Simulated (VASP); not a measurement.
Set up this calculation in VASP 6.6.1, as the native input.

```yaml
Task: single point
Functional: PBEsol
Potentials_or_basis: VASP PAW PBE potentials, release 64 (Ti_sv, Al)
Cutoff: 520 eV
k_mesh: 10 × 10 × 3
Occupations: fermi-dirac, width 0.05 eV
Spin: no spin polarisation
Ladder: free
Further_INCAR_settings: ALGO = Normal; EDIFF = 1e-07; NBANDS = 28
```

The structure of Ti3Al lies in POSCAR:

```
Ti3Al
1.0
    2.9275422229      0.0000000000      0.0000000000
   -1.4637711114      2.5353259357      0.0000000000
    0.0000000000      0.0000000000      9.2263620000
Ti Al
3 1
Direct
    0.3522190000      0.6805740000      0.2548270000
    0.3479140000      0.6913960000      0.7463020000
    0.6520880000      0.3418930000      0.0003530000
    0.6604000000      0.3215280000      0.5011080000
```

The cell comes from a database or a generator and needn't be the stable form of this composition.

The cell isn't the ideal one: atoms moved at random, drawn with an rms of 0.05 Å.

The input as run:

INCAR

```
PREC = Accurate ; ENCUT = 520
EDIFF = 1E-7 ; ISMEAR = -1
SIGMA = 0.05 ; LREAL = F
LASPH = T ; NELM = 60
ALGO = Normal ; ISIF = 2
LWAVE = F ; LCHARG = F
GGA = PS ; NBANDS = 28
```

KPOINTS

```
regular mesh
0
Gamma
  10 10 3
```

Potentials or basis: VASP PAW PBE potentials, release 64 (Ti_sv, Al).

Run with:

```bash
$ cat potpaw_PBE.64/Ti_sv/POTCAR potpaw_PBE.64/Al/POTCAR > POTCAR
$ mpirun -np 1 vasp_std > vasp.out
```

It gave:

- Pressure: -3.6 GPa
- Largest force: 0.486 eV/Å
- Band gap on the k mesh: none (metal or under the smearing width)

Caveat: the PAW data sets were made with another functional, which shifts forces and pressure a little.

Wall time 3.4 min on 1 thread of Intel(R) Xeon(R) 6975P-C (Granite Rapids) (shared host), peak memory 0.36 GiB.
